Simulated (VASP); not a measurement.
Here is a VASP 6.6.1 calculation.

Contents of INCAR:

```
SYSTEM = CsPbCl3
  PREC = Accurate
  ENCUT = 600
  EDIFF = 1E-6
  ISMEAR = 0
  SIGMA = 0.03
  LREAL = .False.
  LASPH = .True.
  NELM = 80
  ALGO = Normal
  ISIF = 3
  LWAVE = .False.
  LCHARG = .False.
  GGA = PS
  IBRION = 2
  NSW = 90
  EDIFFG = -0.01
  KPAR = 4
```

KPOINTS

```
regular mesh
0
Gamma
  6 6 6
  0 0 0
```

The input POSCAR:

```
CsPbCl3
1.0
    5.6050000000      0.0000000000      0.0000000000
    0.0000000000      5.6050000000      0.0000000000
    0.0000000000      0.0000000000      5.6050000000
Cs Pb Cl
1 1 3
Direct
    0.0000000000      0.0000000000      0.0000000000
    0.5000000000      0.5000000000      0.5000000000
    0.5000000000      0.5000000000      0.0000000000
    0.0000000000      0.5000000000      0.5000000000
    0.5000000000      0.0000000000      0.5000000000
```

Potentials or basis: VASP PAW PBE potentials, release 64 (Cs_sv, Pb_d, Cl).

Run with:

```sh
$ cat potpaw_PBE.64/Cs_sv/POTCAR potpaw_PBE.64/Pb_d/POTCAR potpaw_PBE.64/Cl/POTCAR > POTCAR
$ mpirun -np 4 vasp_std > vasp.out
```

(1) Predict the relaxed volume.

(2) Estimate the space group after relaxing (to 0.05 Å).

Results:

(1) 35.43 Å³/atom.

(2) Pm-3m (No. 221).

Caveat: the PAW data sets were made with another functional, which shifts forces and pressure a little.
